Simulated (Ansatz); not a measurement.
Pb, a slab with vacuum:

```
Pb
1.0
     3.48000    0.00000    0.00000
    -1.74000    3.01377    0.00000
     0.00000    0.00000   23.38500
Pb
4
Direct
  0.66667 0.33333 0.32072
  0.33333 0.66667 0.44024
  0.66667 0.33333 0.55976
  0.33333 0.66667 0.67928
```

The cell isn't the ideal one: the (0 0 1) slab of Pb, cut from the database cell, not relaxed.

A run of Ansatz 0.2.0 on this cell left the log below. Logs are shortened: lines on timing, memory, paths and dates and some standing lists are left out, and cuts for length are marked.

```text
Warning: RAYON_NUM_THREADS=4 ignored (pool sized by the plan → 4); use --threads N
The last accepted step is kept in <dir> (removed where the run ends without a failure and the disk answers)
LAPW: plane waves up to 6.491 Å⁻¹, error target 2.0e-3 eV per atom; small_component_spin mean_spin; Pb in spheres of 1.669 Å, 36 of its electrons in bands, Dirac shells [] (how accurate: hamiltonian.pseudopotentials.lapw.basis_error, Limitations)
Engine: ansatz 0.2.0, x86_64-unknown-linux-gnu
Pseudopotentials: kind: all_electron
Pseudopotential: Pb, LAPW, valence charge 36, lapw/all_electron/scalar/gaussian/Pb, Koelling and Harmon's equation, gaussian nucleus
Functional definition: PBE
  parameter kappa = 0.804
  parameter beta = 0.06672455060314922
  exchange = pbe_x(kappa = kappa, mu = beta*pi^2/3)
  correlation = pbe_c(beta = beta)
Crystal: 4 atoms, lattice volume = 245.260 Å³
Basis set: ecut = 160.52165475785466 eV, 1165 PW (Γ), exchange–correlation at level 2
Bands: 87, of which v1, the nominal top of the filled ones, is band 72 counted from 1 (71 counted from 0)
Symmetry: 12 space group operations
Space group: P-3m1 (ITA 164), of the structure as read, at distance tolerance 6.3e-5 Å
k-points: 12 of 81
Non-local potential: Pb, projectors of the file, none
Initial density: superposition of atomic densities (neutral atoms: chi_scale 0, normalization atom)
Initial wavefunctions: plane waves of lowest kinetic energy (no species holds an atomic orbital)
Functional: x = pbe(κ = 0.804, μ = 0.2195149727645171), c = pbe(β = 0.06672455060314922)
iter 1 solved again at ethr=5.77e-4 eV; its pass at ethr=1.00e-1 eV (dr2=8.31e-1 eV) is discarded
SCF iter   1: F=—  HF=-2272266.146101 eV  |F-HF|=—  |Δ(HF+E_count)|=         —  Δρ=4.39e-3  dr2=8.31e-1  ethr=5.77e-4  ⟨swp⟩=2.6  Hψ=6509  notcnv=0
preconditioner: auto → LDOS  [insulator: Δε(μ)=0.288 eV  Ē_g=18.528 eV  σ=0.050 eV  W_gap=0.66  n_scr=84 (ndim 8)  ℏωp=17.7 eV  f_vac=0.505  D(μ)=0.76/eV (n_scr^D=4)  ε∞_Penn≈1.9  β→1.0]
SCF iter   2: F=—  HF=-2272266.232264 eV  |F-HF|=—  |Δ(HF+E_count)|=   8.62e-2  Δρ=6.03e-3  dr2=2.40e0  ethr=5.77e-4  ⟨swp⟩=3.0  Hψ=3463  notcnv=0  recentre
SCF iter   3: F=—  HF=-2272266.030869 eV  |F-HF|=—  |Δ(HF+E_count)|=   2.01e-1  Δρ=1.87e-3  dr2=1.74e-1  ethr=5.77e-4  ⟨swp⟩=3.0  Hψ=3028  notcnv=0
[... 27 lines left out ...]
SCF iter   6: F=-2272266.067833 eV  HF=-2272266.067833 eV  |F-HF|=4.66e-10  |Δ(HF+E_count)|=   8.29e-8  Δρ=1.60e-6  dr2=1.02e-8  ethr=3.20e-10  ⟨swp⟩=2.0  Hψ=3085  notcnv=0
SCF 3 converged in 6 iterations: F = -2272266.067833 eV  dr2 = 1.02e-8
relax step   3: F+E_penalty+E_count = -2272266.06783263 eV  Δ(F+E_penalty+E_count) = -2.567e-3 eV  max|allowed force component| = 3.723e-3 eV/Å  Δτ_max = 0.0286 Å  (6 SCF iters, dr2 threshold 3.34e-7 eV, accepted)
iter 1 solved again at ethr=7.00e-12 eV; its pass at ethr=1.00e-1 eV (dr2=1.01e-8 eV) is discarded
SCF iter   1: F=—  HF=-2272266.067830 eV  |F-HF|=—  |Δ(HF+E_count)|=         —  Δρ=1.57e-6  dr2=1.02e-8  ethr=7.00e-12  ⟨swp⟩=3.0  Hψ=4452  notcnv=0
preconditioner: auto → LDOS  [insulator: Δε(μ)=0.281 eV  Ē_g=18.399 eV  σ=0.050 eV  W_gap=0.82  n_scr=84 (ndim 8)  ℏωp=17.7 eV  f_vac=0.496  D(μ)=1.16/eV (n_scr^D=6)  ε∞_Penn≈1.9  β→1.0]
SCF iter   2: F=-2272266.067833 eV  HF=-2272266.067833 eV  |F-HF|=1.72e-8  |Δ(HF+E_count)|=   2.51e-6  Δρ=7.82e-7  dr2=6.37e-9  ethr=8.17e-12 (applied; sched 7.00e-12)  ⟨swp⟩=3.0  Hψ=3198  notcnv=0
SCF 4 converged in 2 iterations: F = -2272266.067833 eV  dr2 = 6.37e-9
relax step   4: F+E_penalty+E_count = -2272266.06783263 eV  Δ(F+E_penalty+E_count) = +9.313e-10 eV  max|allowed force component| = 3.755e-3 eV/Å  Δτ_max = 0.0000 Å  (2 SCF iters, accepted)
SCF converged after 2 iterations
Free energy (F): -2272266.067833 eV
Harris-Foulkes:  -2272266.067833 eV  (|F-HF|=1.72e-8)
Internal energy: -2272266.057061 eV  (E = F + TS)
E sigma→0 (E₀):  -2272266.062447 eV
Entropy (-TS):   -0.010772 eV (-2.693 meV/atom)
Fermi energy:    5.773058 eV
--- Per-component energies (eV) ---
  E_band       = -10191.704958
  E_kinetic    = 2619883.013793
  E_xc         = -42321.457700
  E_electrostatic = -4849827.613153  (all electrons and nuclei)
  E_smearing   = -0.010772  (= −TS)
  E_closure    = 0.000000  (closes the sum)
  E_atoms      = -2272252.173406  (free atoms, spherical and without spin; not in F)
  Σ components = -2272266.067833   (vs F -2272266.067833, Δ=0.00e0)
  Basis errors (estimates in eV, not in F): energy 6.0e-4 per atom: plane waves 5.8e-4 (3.4e-4 summed), levels above the bands 4.8e-67, relativity 7.2e-8, radial functions 1.9e-5, core shells 5.2e-9; eigenvalues (radial functions only) 3.2e-6; not estimated: angular momenta, meshes, grids; target (lapw.basis_error) 2.0e-3; muffin-tin radii Pb 1.669 Å
--- Forces (eV/Å), atoms counted from 1 ---
  atom   1  Pb    -0.00000000     0.00000000     0.00121890
  atom   2  Pb     0.00000000    -0.00000000    -0.00375488
  atom   3  Pb     0.00000000     0.00000000     0.00375488
  atom   4  Pb    -0.00000000    -0.00000000    -0.00121890
  max |Σ_I F_I| component: 4.63e-18 eV/Å
--- Stress (GPa, compression-positive) ---
        0.644912       0.000000      -0.000000
        0.000000       0.644912      -0.000000
       -0.000000      -0.000000       0.003853
  P = ⅓ Tr σ = 0.4312 GPa (4.312 kbar)
--- Relaxed structure (4 steps of the walk, 4 accepted, 0 SCFs on fresh bases) ---
  F+E_penalty+E_count = -2272266.06783263 eV   max|allowed force component| = 3.755e-3 eV/Å
  atoms:
    - { symbol: Pb, position: [0.6666666666666667, 0.33333333333333337, 0.3153366655008349] }
    - { symbol: Pb, position: [0.33333333333333337, 0.6666666666666667, 0.43352200527857115] }
    - { symbol: Pb, position: [0.6666666666666667, 0.33333333333333337, 0.5664779947214287] }
    - { symbol: Pb, position: [0.33333333333333337, 0.6666666666666667, 0.6846633344991649] }
```

Problem. Write the input and the command behind it.

Solution. Relaxation of the atoms with PBE, no spin polarisation. The files as run (others can give the same):

input.yaml
```yaml
crystal:
  lattice:
    - [3.4800006906, 0.0, 0.0]
    - [-1.7400003453, 3.0137690032, 0.0]
    - [0.0, 0.0, 23.385]
  atoms:
    - { symbol: Pb, position: [0.6666666667, 0.3333333334, 0.3207184092] }
    - { symbol: Pb, position: [0.3333333333, 0.6666666666, 0.4402394697] }
    - { symbol: Pb, position: [0.6666666667, 0.3333333334, 0.5597605303] }
    - { symbol: Pb, position: [0.3333333333, 0.6666666666, 0.6792815908] }
kpoints:
  mp_grid: { grid: [9, 9, 1] }
scf:
  occupations: { method: fermi_dirac, width: 0.05 }
hamiltonian:
  xc: pbe
  pseudopotentials: { kind: all_electron, lapw: { basis_error: 0.002 } }
output:
  forces: true
  stress: true
relax:
  f_tol: 0.01
  max_steps: 60
```

Potentials or basis: all-electron LAPW, scalar-relativistic.
Run with:
```console
$ ansatz run input.yaml --threads 4 --pin off --max-ram 14336MiB --backend cpu --events-out ev --progress --plain --runs-dir out
```
